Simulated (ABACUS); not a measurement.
The system is NaH.

```
Na H
1.0
     0.00000    2.44000    2.44000
     2.44000    0.00000    2.44000
     2.44000    2.44000    0.00000
Na H
1 1
Direct
  0.00000 0.00000 0.00000
  0.50000 0.50000 0.50000
```

Below is the output of ABACUS 3.10.1 for this cell. Logs are shortened: lines on timing, memory, paths and dates and some standing lists are left out, and cuts for length are marked.

```text
ABACUS v3.10.1

               Atomic-orbital Based Ab-initio Computation at UStc

 ------------------------------------------------------------------------------------

 READING GENERAL INFORMATION
                           global_out_dir = OUT.NaH/
                           global_in_card = INPUT
                               pseudo_dir = ./
                              orbital_dir = ./
                                    DSIZE = 4
                                    GSIZE = 1
[... 5 lines left out ...]

 READING ATOM TYPE 1
                               atom label = Na
                      L=0, number of zeta = 4
                      L=1, number of zeta = 3
                      L=2, number of zeta = 2
                      L=3, number of zeta = 1
             number of atom for this type = 1

 READING ATOM TYPE 2
                               atom label = H
                      L=0, number of zeta = 3
                      L=1, number of zeta = 2
             number of atom for this type = 1

                        TOTAL ATOM NUMBER = 2
DIRECT COORDINATES
    atom                   x                   y                   z     mag                  vx                  vy                  vz
taud_Na1            0.0000000000        0.0000000000        0.0000000000  0.0000        0.0000000000        0.0000000000        0.0000000000
taud_H1            0.5000000000        0.5000000000        0.5000000000  0.0000        0.0000000000        0.0000000000        0.0000000000

                          Volume (Bohr^3) = 196.063
                             Volume (A^3) = 29.0535

 Lattice vectors: (Cartesian coordinate: in unit of a_0)
                   +0               +2.44               +2.44
                +2.44                  +0               +2.44
                +2.44               +2.44                  +0
 Reciprocal vectors: (Cartesian coordinate: in unit of 2 pi/a_0)
            -0.204918           +0.204918           +0.204918
[... 314 lines left out ...]
 Density error is 1.24725641501e-08
----------------------------------------------------------
     Energy           Rydberg                 eV
----------------------------------------------------------
 E_KohnSham     -92.6225895058       -1260.1949807942
 E_KS(sigma->0) -92.6225895058       -1260.1949807942
 E_Harris       -92.6225895349       -1260.1949811905
 E_band         -16.9069120216       -230.0303390781
 E_one_elec     -72.3732186734       -984.6881565586
 E_Hartree      37.1223706926        505.0757646871
 E_xc           -14.4765194782       -196.9631521118
 E_Ewald        -42.8952220467       -583.6194368110
 E_entropy(-TS) -0.0000000000        -0.0000000000
 E_descf        0.0000000000         0.0000000000
 E_exx          0.0000000000         0.0000000000
 E_Fermi        0.1486814709         2.0229151914
----------------------------------------------------------

 charge density convergence is achieved
 final etot is -1260.1949808 eV
 EFERMI = 2.0229151914 eV
The vacuum level is 3.4409719008 eV

 STATE ENERGY(eV) AND OCCUPATIONS    NSPIN == 1
 1/35 kpoint (Cartesian) = 0.0000 0.0000 0.0000 (821 pws)
       1       -49.6853     0.00274348
       2       -21.5838     0.00274348
       3       -21.5838     0.00274348
       4       -21.5838     0.00274348
       5       -2.92492     0.00274348
       6        10.7910    1.90407e-79
       7        16.1167        0.00000
       8        16.1167        0.00000
       9        16.1167        0.00000
[... 45 lines left out ...]
 6/35 kpoint (Cartesian) = 0.0000 0.0000 0.045537 (828 pws)
       1       -49.6844      0.0164609
       2       -21.5935      0.0164609
       3       -21.5871      0.0164609
       4       -21.5871      0.0164609
       5       -2.65063      0.0164609
       6        10.0134    6.48169e-72
       7        14.2658        0.00000
       8        14.2658        0.00000
       9        14.3206        0.00000

[... levels at 29 further k points ...]

 correction force for each atom along direction 1 is 5.59642e-14
 correction force for each atom along direction 2 is 2.17882e-14
 correction force for each atom along direction 3 is -4.98511e-14
------------------------------------------------------------------------------------------
 TOTAL-FORCE (eV/Angstrom)
------------------------------------------------------------------------------------------
                       Na1         0.0000000000         0.0000000000         0.0000000000
                        H1         0.0000000000         0.0000000000         0.0000000000
------------------------------------------------------------------------------------------

----------------------------------------------------------------
 TOTAL-STRESS (KBAR)
----------------------------------------------------------------
        -5.8842634230        -0.0000000000        -0.0000000000
         0.0000000000        -5.8842634230         0.0000000000
        -0.0000000000         0.0000000000        -5.8842634230
----------------------------------------------------------------
 TOTAL-PRESSURE: -5.884263 KBAR

 --------------------------------------------
 !FINAL_ETOT_IS -1260.1949807942296502 eV
 --------------------------------------------
```

Problem. Write the input and the command behind it.

Solution. Single point with PBE, no spin polarisation. The files as run (others can give the same):

INPUT
```
INPUT_PARAMETERS
suffix              NaH
calculation         scf
basis_type          lcao
pseudo_dir          ./
orbital_dir         ./
symmetry            1
dft_functional      pbe
ecutwfc             100
pseudo_rcut         10
nspin               1
nbands              9
ks_solver           genelpa
smearing_method     fd
smearing_sigma      0.00367493
scf_thr             1e-07
scf_nmax            100
mixing_type         broyden
mixing_beta         0.7
cal_force           1
cal_stress          1
out_mul             1
out_chg             1
out_pot             2
out_elf             1
```

STRU
```
ATOMIC_SPECIES
Na 22.9898 Na.upf
H 1.0080 H.upf

NUMERICAL_ORBITAL
Na_confined-atom_9au_4s3p2d1f.orb
H_confined-atom_6au_3s2p.orb

LATTICE_CONSTANT
1.8897261246

LATTICE_VECTORS
0.0000000000 2.4400000000 2.4400000000
2.4400000000 0.0000000000 2.4400000000
2.4400000000 2.4400000000 0.0000000000

ATOMIC_POSITIONS
Direct

Na
0.0
1
0.0000000000 0.0000000000 0.0000000000 1 1 1

H
0.0
1
0.5000000000 0.5000000000 0.5000000000 1 1 1
```

KPT
```
K_POINTS
0
Gamma
9 9 9 0 0 0
```

Potentials or basis: PseudoDojo NC SR 0.4.1 PBE standard, TZDP LCAO (the cutoffs set its grid).
Command:
```bash
$ OMP_NUM_THREADS=1 mpirun -np 4 abacus > log
```

Caveat: the atomic orbitals were generated for these runs and aren't a published set; an odd mesh through Γ misses points on the zone boundary, where band edges often lie; the basis of atomic orbitals isn't converged, which shifts pressures, moduli and gaps.
